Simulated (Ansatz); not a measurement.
# Aluminium, simple cubic under BLYP: from relaxation to bulk modulus

The plan for aluminium in the simple cubic structure: relax it, solve it on a dense k-mesh, then scale the cell to 7 volumes from 88 to 112 % of the relaxed one and try a fit of the equation of state. Spin polarisation is left out. The k-meshes are 12×12×12 for the relaxation; 18×18×18 for the dense run; 13×13×13 for the volumes.

This is Al in the simple cubic structure; at room conditions it is fcc.

Program: Ansatz 0.2.0. Level of theory: DFT BLYP, plane waves (420 eV) with PAW, scalar-relativistic; PBE-made PAW files. These are calculated values, not measurements.

## 1. The starting structure

Symmetry: Pm-3m, No. 221, cubic system. The conventional cell has a = 2.617 Å, b = 2.617 Å, c = 2.617 Å, α = 90.00°, β = 90.00°, γ = 90.00°. Around Al (site symmetry m-3m) lie 6 Al at 2.62 Å.

Coordinates:

```cif
data_structure
_symmetry_space_group_name_H-M 'P 1'
_symmetry_Int_Tables_number 1
_cell_length_a 2.6174
_cell_length_b 2.6174
_cell_length_c 2.6174
_cell_angle_alpha 90.000
_cell_angle_beta 90.000
_cell_angle_gamma 90.000
_cell_volume 17.93
loop_
_atom_site_label
_atom_site_type_symbol
_atom_site_fract_x
_atom_site_fract_y
_atom_site_fract_z
_atom_site_occupancy
Al1 Al 0.00000 0.00000 0.00000 1
```

## 2. Relaxation of the cell

Contents of input.yaml:

```yaml
crystal:
  lattice:
    - [2.6173666896, 0.0, 0.0]
    - [0.0, 2.6173666896, 0.0]
    - [0.0, 0.0, 2.6173666896]
  atoms:
    - { symbol: Al, position: [0.0, 0.0, 0.0] }
hamiltonian:
  xc: blyp
  pseudopotentials:
    kind: paw
    azcp:
      Al: "pseudopotentials/Al.paw.azcp"
basis:
  ecutwfc: 420
  fft_grid_basis: typed
kpoints:
  mp_grid: { grid: [12, 12, 12], shift: [0, 0, 0] }
magnetization:
  spin_polarized: false
scf:
  occupations: { method: fermi_dirac, width: 0.1 }
relax:
  max_steps: 60
  f_tol: 0.01
  cell: {}
output:
  write_density: true
  write_potential: true
  elf: true
  volumetric_format: npy
```

Standard output:

```text
Warning: RAYON_NUM_THREADS=2 ignored (pool sized by the plan → 2); use --threads N
Engine: ansatz 0.2.0, aarch64-unknown-linux-gnu
Pseudopotentials: kind: paw
Pseudopotential: Al, paw, valence charge 3, recommended cutoff 420 eV (normal), <dir>
Functional definition: BLYP
  parameter beta = 0.0042
  parameter a = 0.04918
  parameter b = 0.132
  parameter c = 0.2533
  parameter d = 0.349
  exchange = b88_x(beta = beta)
  correlation = lyp_c(a = a, b = b, c = c, d = d)
Crystal: 1 atoms, lattice volume = 17.931 Å³
Basis set: ecut = 420 eV, 365 PW (Γ), exchange–correlation on 36×36×36 points (8 copies of the dense FFT grid, shifted against one another)
Bands: 6, of which v1, the nominal top of the filled ones, is band 2 counted from 1 (1 counted from 0)
Symmetry: 48 space group operations
Space group: Pm-3m (ITA 221), of the structure as read, at distance tolerance 2.6e-5 Å
k-points: 84 of 1728
Non-local potential: Al, projectors of the file, l = 0: 2, l = 1: 2, l = 2: 1
PAW form: soft (Blöchl's): semilocal exchange-correlation on the pseudo side does not see the compensation charge
PAW frozen core: Al, regenerated for the run's functional, and the local potential with it (the file was generated under x = pbe(κ = 0.804, μ = 0.2195149727645171), c = pbe(β = 0.06672455060314922))
PAW one-centre angular grid: Al, 110 points (default); XC on 64 Gauss nodes
Initial density: superposition of atomic densities (neutral atoms: chi_scale 0, normalization atom), corrected by the library's trained network
Initial wavefunctions: pseudopotential atomic-orbital guess
Functional: x = b88, c = lyp
SCF iter   1: F=—  HF=-540.217224 eV  |F-HF|=—  |Δ(HF+E_count)|=         —  Δρ=4.13e-3  dr2=4.27e-3  ethr=1.77e-3  ⟨swp⟩=5.0  Hψ=4625  notcnv=0
preconditioner: auto → none  [metal: Δε(μ)=0.113 eV  Ē_g=12.736 eV  σ=0.100 eV  W_gap=0.27  n_scr=0 (ndim 8)  ℏωp=15.2 eV  f_vac=0.000  D(μ)=0.44/eV (n_scr^D=0)]
SCF iter   2: F=—  HF=-540.216211 eV  |F-HF|=—  |Δ(HF+E_count)|=   1.01e-3  Δρ=1.85e-3  dr2=8.41e-4  ethr=1.42e-4  ⟨swp⟩=1.0  Hψ=1176  notcnv=0
SCF iter   3: F=—  HF=-540.216021 eV  |F-HF|=—  |Δ(HF+E_count)|=   1.90e-4  Δρ=8.42e-5  dr2=8.23e-7  ethr=2.80e-5  ⟨swp⟩=1.9  Hψ=666  notcnv=0
SCF iter   4: F=—  HF=-540.216083 eV  |F-HF|=—  |Δ(HF+E_count)|=   6.22e-5  Δρ=1.17e-5  dr2=1.30e-8  ethr=2.74e-8  ⟨swp⟩=2.0  Hψ=682  notcnv=0
iter 5 did not close the SCF: its close was put off for the readings that it lacked (scf_convergence_deferred on its scf_iter line)
SCF iter   5: F=-540.216083 eV  HF=-540.216083 eV  |F-HF|=7.11e-11  |Δ(HF+E_count)|=   3.06e-8  Δρ=5.08e-7  dr2=2.93e-11  ethr=4.34e-10  ⟨swp⟩=2.0  Hψ=683  notcnv=0
SCF iter   6: F=-540.216083 eV  HF=-540.216083 eV  |F-HF|=4.55e-13  |Δ(HF+E_count)|=  7.96e-11  Δρ=3.58e-8  dr2=1.05e-13  ethr=1.00e-12  ⟨swp⟩=3.0  Hψ=1686  notcnv=0
SCF 1 converged in 6 iterations: F = -540.216083 eV  dr2 = 1.05e-13
relax step   1: F+E_penalty+E_count = -540.21608314 eV  Δ(F+E_penalty+E_count) = +0.000e0 eV  max|allowed force component| = 0.000e0 eV/Å  Δτ_max = 0.0000 Å  P = +12.007 GPa  Ω = 17.931 Å³  (6 SCF iters, accepted)
Crystal: 1 atoms, lattice volume = 20.464 Å³
Basis set: ecut = 420 eV, 389 PW (Γ), exchange–correlation on 36×36×36 points (8 copies of the dense FFT grid, shifted against one another)
Initial density: handed on by an earlier stage of this run
Initial wavefunctions: those handed on with the density
iter 1 solved again at ethr=3.85e-5 eV; its pass at ethr=3.10e-3 eV (dr2=1.16e-3 eV) is discarded
SCF iter   1: F=—  HF=-540.323808 eV  |F-HF|=—  |Δ(HF+E_count)|=         —  Δρ=2.55e-3  dr2=1.17e-3  ethr=3.85e-5  ⟨swp⟩=1.0  Hψ=5427  notcnv=0
preconditioner: auto → none  [metal: Δε(μ)=0.057 eV  Ē_g=11.804 eV  σ=0.100 eV  W_gap=0.14  n_scr=0 (ndim 8)  ℏωp=14.2 eV  f_vac=0.000  D(μ)=0.54/eV (n_scr^D=0)]
SCF iter   2: F=—  HF=-540.322875 eV  |F-HF|=—  |Δ(HF+E_count)|=   9.33e-4  Δρ=1.35e-3  dr2=3.17e-4  ethr=3.85e-5  ⟨swp⟩=1.0  Hψ=504  notcnv=0
SCF iter   3: F=—  HF=-540.322639 eV  |F-HF|=—  |Δ(HF+E_count)|=   2.36e-4  Δρ=5.89e-5  dr2=6.89e-7  ethr=1.06e-5  ⟨swp⟩=2.1  Hψ=612  notcnv=0
SCF iter   4: F=—  HF=-540.322662 eV  |F-HF|=—  |Δ(HF+E_count)|=   2.35e-5  Δρ=6.27e-6  dr2=7.32e-9  ethr=3.33e-9  ⟨swp⟩=7.0  Hψ=1617  notcnv=0
SCF iter   5: F=-540.322662 eV  HF=-540.322662 eV  |F-HF|=9.02e-11  |Δ(HF+E_count)|=   1.43e-8  Δρ=4.40e-7  dr2=2.37e-11  ethr=2.44e-10  ⟨swp⟩=3.9  Hψ=1791  notcnv=0
SCF 2 converged in 5 iterations: F = -540.322662 eV  dr2 = 2.37e-11
relax step   2: F+E_penalty+E_count = -540.32266236 eV  Δ(F+E_penalty+E_count) = -1.066e-1 eV  max|allowed force component| = 0.000e0 eV/Å  Δτ_max = 0.0000 Å  P = +2.577 GPa  Ω = 20.464 Å³  energy of the carried Pulay correction = -7.128e-4 eV  (5 SCF iters, dr2 threshold 1.00e-7 eV, accepted)
Crystal: 1 atoms, lattice volume = 21.285 Å³
Basis set: ecut = 420 eV, 437 PW (Γ), exchange–correlation on 36×36×36 points (8 copies of the dense FFT grid, shifted against one another)
iter 1 solved again at ethr=2.32e-6 eV; its pass at ethr=3.10e-3 eV (dr2=6.97e-5 eV) is discarded
SCF iter   1: F=—  HF=-540.330574 eV  |F-HF|=—  |Δ(HF+E_count)|=         —  Δρ=6.78e-4  dr2=8.63e-5  ethr=2.32e-6  ⟨swp⟩=2.0  Hψ=5335  notcnv=0
preconditioner: auto → none  [metal: Δε(μ)=0.054 eV  Ē_g=11.524 eV  σ=0.100 eV  W_gap=0.13  n_scr=0 (ndim 8)  ℏωp=13.9 eV  f_vac=0.000  D(μ)=0.55/eV (n_scr^D=0)]
SCF iter   2: F=—  HF=-540.330505 eV  |F-HF|=—  |Δ(HF+E_count)|=   6.83e-5  Δρ=3.59e-4  dr2=2.35e-5  ethr=2.32e-6  ⟨swp⟩=1.2  Hψ=520  notcnv=0
SCF iter   3: F=-540.330491 eV  HF=-540.330491 eV  |F-HF|=5.93e-8  |Δ(HF+E_count)|=   1.41e-5  Δρ=1.61e-5  dr2=5.10e-8  ethr=3.33e-9  ⟨swp⟩=5.9  Hψ=2042  notcnv=0
SCF 3 converged in 3 iterations: F = -540.330491 eV  dr2 = 5.10e-8
relax step   3: F+E_penalty+E_count = -540.33049139 eV  Δ(F+E_penalty+E_count) = -7.829e-3 eV  max|allowed force component| = 0.000e0 eV/Å  Δτ_max = 0.0000 Å  P = +0.625 GPa  Ω = 21.285 Å³  energy of the carried Pulay correction = -9.241e-4 eV  (3 SCF iters, dr2 threshold 1.00e-7 eV, accepted)
Crystal: 1 atoms, lattice volume = 21.601 Å³
iter 1 solved again at ethr=3.29e-7 eV; its pass at ethr=3.10e-3 eV (dr2=9.88e-6 eV) is discarded
SCF iter   1: F=—  HF=-540.331020 eV  |F-HF|=—  |Δ(HF+E_count)|=         —  Δρ=2.54e-4  dr2=1.21e-5  ethr=3.29e-7  ⟨swp⟩=2.1  Hψ=5075  notcnv=0
preconditioner: auto → none  [metal: Δε(μ)=0.082 eV  Ē_g=11.424 eV  σ=0.100 eV  W_gap=0.20  n_scr=0 (ndim 8)  ℏωp=13.8 eV  f_vac=0.000  D(μ)=0.55/eV (n_scr^D=0)]
SCF iter   2: F=—  HF=-540.330993 eV  |F-HF|=—  |Δ(HF+E_count)|=   2.77e-5  Δρ=1.35e-4  dr2=3.34e-6  ethr=3.29e-7  ⟨swp⟩=1.6  Hψ=551  notcnv=0
SCF iter   3: F=-540.330992 eV  HF=-540.330992 eV  |F-HF|=1.09e-8  |Δ(HF+E_count)|=   1.10e-6  Δρ=6.48e-6  dr2=8.00e-9  ethr=3.33e-9  ⟨swp⟩=5.2  Hψ=1962  notcnv=0
SCF 4 converged in 3 iterations: F = -540.330992 eV  dr2 = 8.00e-9
relax step   4: F+E_penalty+E_count = -540.33099166 eV  Δ(F+E_penalty+E_count) = -5.003e-4 eV  max|allowed force component| = 0.000e0 eV/Å  Δτ_max = 0.0000 Å  P = -0.029 GPa  Ω = 21.601 Å³  energy of the carried Pulay correction = -1.003e-3 eV  (3 SCF iters, dr2 threshold 1.00e-7 eV, accepted)
Basis set: ecut = 420 eV, 437 PW (Γ), exchange–correlation on 40×40×40 points (8 copies of the dense FFT grid, shifted against one another)
Initial wavefunctions: pseudopotential atomic-orbital guess (no wavefunctions were taken with the density)
iter 1 solved again at ethr=7.33e-8 eV; its pass at ethr=3.10e-3 eV (dr2=2.20e-6 eV) is discarded
SCF iter   1: F=—  HF=-540.333813 eV  |F-HF|=—  |Δ(HF+E_count)|=         —  Δρ=1.74e-4  dr2=6.48e-7  ethr=7.33e-8  ⟨swp⟩=2.8  Hψ=6104  notcnv=0
preconditioner: auto → none  [metal: Δε(μ)=0.082 eV  Ē_g=11.423 eV  σ=0.100 eV  W_gap=0.20  n_scr=0 (ndim 8)  ℏωp=13.8 eV  f_vac=0.000  D(μ)=0.55/eV (n_scr^D=0)]
SCF iter   2: F=—  HF=-540.333842 eV  |F-HF|=—  |Δ(HF+E_count)|=   2.96e-5  Δρ=9.14e-5  dr2=1.69e-7  ethr=2.16e-8  ⟨swp⟩=2.0  Hψ=638  notcnv=0
SCF iter   3: F=—  HF=-540.333855 eV  |F-HF|=—  |Δ(HF+E_count)|=   1.25e-5  Δρ=5.65e-6  dr2=1.59e-9  ethr=5.64e-9  ⟨swp⟩=2.0  Hψ=646  notcnv=0
SCF iter   4: F=—  HF=-540.333855 eV  |F-HF|=—  |Δ(HF+E_count)|=   3.75e-8  Δρ=3.25e-7  dr2=1.65e-11  ethr=5.30e-11  ⟨swp⟩=2.0  Hψ=646  notcnv=0
SCF iter   5: F=-540.333855 eV  HF=-540.333855 eV  |F-HF|=2.16e-12  |Δ(HF+E_count)|=  4.88e-11  Δρ=4.50e-8  dr2=9.14e-14  ethr=1.00e-12  ⟨swp⟩=4.8  Hψ=1272  notcnv=0
SCF 5 converged in 5 iterations: F = -540.333855 eV  dr2 = 9.14e-14
relax step   5: F+E_penalty+E_count = -540.33385473 eV  Δ(F+E_penalty+E_count) = -2.863e-3 eV  max|allowed force component| = 0.000e0 eV/Å  Δτ_max = 0.0000 Å  P = +0.145 GPa  Ω = 21.601 Å³  stress off target by 1.45e-1 GPa  SCF on the basis re-selected at this cell (its energy is not comparable with the rows above)  (5 SCF iters)
basis re-selected at this cell: Δ(F+E_penalty+E_count) = -2.863e-3 eV, ΔP = +0.174 GPa vs the last step (what re-selecting the basis moved, of the pressure what is left beyond the Pulay correction that the steps carried, after the strain that the cell walked since its last selection, with what the two solves' SCF thresholds leave and, on support functions, any second-order correction that the steps lacked; it is no measure of the basis error at this ecutwfc). The dense FFT grid was sized anew with the basis: this SCF ran on 20×20×20 points, the steps before it on 18×18×18, so part of this shift can come from that change (see relax.cell in the input reference). This SCF's stress stands 1.45e-1 GPa from its target on what of the cell is left free (relax.cell.stress_tol is 5.00e-2 GPa) and its largest allowed force component is 0.00e0 eV/Å (relax.f_tol is 1.00e-2 eV/Å): not within both, so this SCF does not close the relaxation
Crystal: 1 atoms, lattice volume = 21.672 Å³
iter 1 solved again at ethr=1.46e-8 eV; its pass at ethr=3.10e-3 eV (dr2=4.38e-7 eV) is discarded
SCF iter   1: F=—  HF=-540.333868 eV  |F-HF|=—  |Δ(HF+E_count)|=         —  Δρ=5.35e-5  dr2=5.38e-7  ethr=1.46e-8  ⟨swp⟩=2.1  Hψ=4994  notcnv=0
preconditioner: auto → none  [metal: Δε(μ)=0.083 eV  Ē_g=11.401 eV  σ=0.100 eV  W_gap=0.20  n_scr=0 (ndim 8)  ℏωp=13.8 eV  f_vac=0.000  D(μ)=0.55/eV (n_scr^D=0)]
SCF iter   2: F=—  HF=-540.333866 eV  |F-HF|=—  |Δ(HF+E_count)|=   1.96e-6  Δρ=2.86e-5  dr2=1.51e-7  ethr=1.46e-8  ⟨swp⟩=1.9  Hψ=624  notcnv=0
SCF iter   3: F=-540.333866 eV  HF=-540.333866 eV  |F-HF|=4.49e-10  |Δ(HF+E_count)|=   7.92e-8  Δρ=1.48e-6  dr2=5.68e-10  ethr=1.75e-9  ⟨swp⟩=7.2  Hψ=1614  notcnv=0
SCF 6 converged in 3 iterations: F = -540.333866 eV  dr2 = 5.68e-10
relax step   6: F+E_penalty+E_count = -540.33386588 eV  Δ(F+E_penalty+E_count) = -1.114e-5 eV  max|allowed force component| = 0.000e0 eV/Å  Δτ_max = 0.0000 Å  P = +0.008 GPa  Ω = 21.672 Å³  energy of the carried Pulay correction = -2.251e-5 eV  (3 SCF iters, dr2 threshold 5.24e-8 eV, accepted)
iter 1 solved again at ethr=3.86e-8 eV; its pass at ethr=3.10e-3 eV (dr2=1.16e-6 eV) is discarded
SCF iter   1: F=—  HF=-540.333885 eV  |F-HF|=—  |Δ(HF+E_count)|=         —  Δρ=2.87e-6  dr2=9.11e-10  ethr=3.86e-8  ⟨swp⟩=3.0  Hψ=6159  notcnv=0
SCF iter   2: F=—  HF=-540.333884 eV  |F-HF|=—  |Δ(HF+E_count)|=   1.32e-6  Δρ=1.21e-6  dr2=1.26e-10  ethr=3.04e-11  ⟨swp⟩=2.0  Hψ=651  notcnv=0
SCF iter   3: F=—  HF=-540.333884 eV  |F-HF|=—  |Δ(HF+E_count)|=   1.40e-9  Δρ=3.79e-7  dr2=1.69e-11  ethr=4.21e-12  ⟨swp⟩=2.0  Hψ=637  notcnv=0
SCF iter   4: F=-540.333884 eV  HF=-540.333884 eV  |F-HF|=7.96e-13  |Δ(HF+E_count)|=  1.39e-10  Δρ=7.01e-8  dr2=9.29e-13  ethr=1.00e-12  ⟨swp⟩=4.8  Hψ=1316  notcnv=0
SCF 7 converged in 4 iterations: F = -540.333884 eV  dr2 = 9.29e-13
relax step   7: F+E_penalty+E_count = -540.33388393 eV  Δ(F+E_penalty+E_count) = -1.805e-5 eV  max|allowed force component| = 0.000e0 eV/Å  Δτ_max = 0.0000 Å  P = +0.008 GPa  Ω = 21.672 Å³  stress off target by 7.84e-3 GPa  SCF on the basis re-selected at this cell (its energy is not comparable with the rows above)  (4 SCF iters)
basis re-selected at this cell: Δ(F+E_penalty+E_count) = -1.805e-5 eV, ΔP = +0.000 GPa vs the last step (what re-selecting the basis moved, of the pressure what is left beyond the Pulay correction that the steps carried, after the strain that the cell walked since its last selection, with what the two solves' SCF thresholds leave and, on support functions, any second-order correction that the steps lacked; it is no measure of the basis error at this ecutwfc). This SCF's stress stands 7.84e-3 GPa from its target on what of the cell is left free (relax.cell.stress_tol is 5.00e-2 GPa) and its largest allowed force component is 0.00e0 eV/Å (relax.f_tol is 1.00e-2 eV/Å): within both
SCF converged after 4 iterations
Free energy (F): -540.333884 eV
Harris-Foulkes:  -540.333884 eV  (|F-HF|=7.96e-13)
Internal energy: -540.315406 eV  (E = F + TS)
E sigma→0 (E₀):  -540.324645 eV
Entropy (-TS):   -0.018478 eV (-18.478 meV/atom)
Fermi energy:    5.423523 eV
--- Per-component energies (eV) ---
  E_band       = 5.611766
  E_kinetic    = 20.375347
  E_local      = 2.205880  (includes V_loc(G=0)·N_el)
  E_nonlocal   = 11.576911
  E_hartree    = 0.640085
  E_xc         = -37.351136
  E_vxc        = -25.803928  (∫ρ·V_xc dr)
  E_paw        = -471.831183  (= ΣΔE_a)
  E_vpaw       = -4.022612  (= ΣTr[D̂ρ^β])
  E_aug_tail   = -0.000003  (compensation charges beyond the density's cutoff)
  E_ewald      = -65.943374
  E_core_change = 0.012067  (= ΣΔE_core)
  E_smearing   = -0.018478  (= −TS)
  E_closure    = -0.000000  (closes the sum)
  Σ components = -540.333884   (vs F -540.333884, Δ=0.00e0)
--- Forces (eV/Å), atoms counted from 1 ---
  atom   1  Al     0.00000000     0.00000000    -0.00000000
  max |Σ_I F_I| component: 1.28e-34 eV/Å
--- Stress (GPa, compression-positive) ---
        0.007845       0.000000      -0.000000
        0.000000       0.007845      -0.000000
       -0.000000      -0.000000       0.007845
  P = ⅓ Tr σ = 0.0078 GPa (0.078 kbar)
--- Band table (eV; the first three rows and the last of 84) ---
  k-point 0: bands = ["-3.6617", "13.1855", "13.1855", "13.9844", "13.9844", "13.9844"]
  k-point 1: bands = ["-3.5323", "11.1891", "13.2908", "14.0922", "14.0922", "15.7418"]
  k-point 2: bands = ["-3.1455", "8.8559", "13.5989", "14.4148", "14.4148", "17.3225"]
  k-point 83: bands = ["7.9705", "7.9705", "7.9705", "10.9673", "11.1677", "11.1677"]
--- Relaxed structure (5 steps of the walk, 5 accepted, 2 SCFs on fresh bases) ---
  F+E_penalty+E_count = -540.33388393 eV   max|allowed force component| = 0.000e0 eV/Å   (the final SCF, on the basis selected at the relaxed cell)
  cell:  # Å, volume = 21.6718 Å³
    - [2.7880337153799455, -2.5197583439066333e-33, 1.765435782354966e-33]
    - [-2.5197583439066333e-33, 2.7880337153799455, 0.0]
    - [8.666684749742561e-34, 0.0, 2.7880337153799455]
  atoms:
    - { symbol: Al, position: [0.0, 0.0, 0.0] }
```

Wall time 3.1 s (2 threads of Arm Neoverse V1, shared host); peak memory 0.27 GiB.

The steps of the relaxation:

```csv
step,energy change (meV/atom),largest force (eV/Å),pressure (GPa),volume (Å³/atom)
1,0.00,0.0000,12.01,17.931
2,-106.58,0.0000,2.58,20.464
3,-114.41,0.0000,0.62,21.285
4,-114.91,0.0000,-0.03,21.601
5,-117.77,0.0000,0.14,21.601
6,-117.78,0.0000,0.01,21.672
7,-117.80,0.0000,0.01,21.672
```

Steps that repeat a cell are solved on a basis chosen anew, so their changes of energy are no gain of the relaxation.

Changes in the cell that was computed:

|  | before | after | change |
| --- | --- | --- | --- |
| a (Å) | 2.617 | 2.788 | +6.5 % |
| b (Å) | 2.617 | 2.788 | +6.5 % |
| c (Å) | 2.617 | 2.788 | +6.5 % |
| volume (Å³/atom) | 17.931 | 21.672 | +20.9 % |
| shortest distance (Å) | 2.617 | 2.788 | +6.5 % |
| space group (spins left aside) | Pm-3m | Pm-3m | same |

## 3. Single point on a dense mesh

Contents of input.yaml:

```yaml
crystal:
  lattice:
    - [2.7880337154, 0.0, 0.0]
    - [0.0, 2.7880337154, 0.0]
    - [0.0, 0.0, 2.7880337154]
  atoms:
    - { symbol: Al, position: [0.0, 0.0, 0.0] }
hamiltonian:
  xc: blyp
  pseudopotentials:
    kind: paw
    azcp:
      Al: "pseudopotentials/Al.paw.azcp"
basis:
  ecutwfc: 420
  fft_grid_basis: typed
kpoints:
  mp_grid: { grid: [18, 18, 18], shift: [0, 0, 0] }
magnetization:
  spin_polarized: false
scf:
  occupations: { method: fermi_dirac, width: 0.1 }
```

Standard output, cut to the lines that bear on the results:

```text
Warning: RAYON_NUM_THREADS=2 ignored (pool sized by the plan → 2); use --threads N
[...]
[... 3 set-up lines as earlier in the session ...]
[...]
Crystal: 1 atoms, lattice volume = 21.672 Å³
Basis set: ecut = 420 eV, 437 PW (Γ), exchange–correlation on 40×40×40 points (8 copies of the dense FFT grid, shifted against one another)
Bands: 6, of which v1, the nominal top of the filled ones, is band 2 counted from 1 (1 counted from 0)
[... 1 set-up line as earlier in the session ...]
Space group: Pm-3m (ITA 221), of the structure as read, at distance tolerance 2.8e-5 Å
k-points: 220 of 5832
[...]
SCF iter   1: F=—  HF=-540.338392 eV  |F-HF|=—  |Δ(HF+E_count)|=         —  Δρ=3.95e-3  dr2=5.34e-3  ethr=1.77e-3  ⟨swp⟩=5.0  Hψ=12175  notcnv=0
[...]
SCF iter   6: F=-540.336525 eV  HF=-540.336525 eV  |F-HF|=3.41e-13  |Δ(HF+E_count)|=  1.49e-10  Δρ=2.58e-8  dr2=1.45e-13  ethr=1.00e-12  ⟨swp⟩=1.0  Hψ=3719  notcnv=0
[...]
SCF converged after 6 iterations
Free energy (F): -540.336525 eV
[...]
E sigma→0 (E₀):  -540.327718 eV
Entropy (-TS):   -0.017613 eV (-17.613 meV/atom)
Fermi energy:    5.429307 eV
[...]
```

It took 1.7 s on 2 threads of Arm Neoverse V1, shared host; peak memory 0.27 GiB.

[end of part 1 of 2]
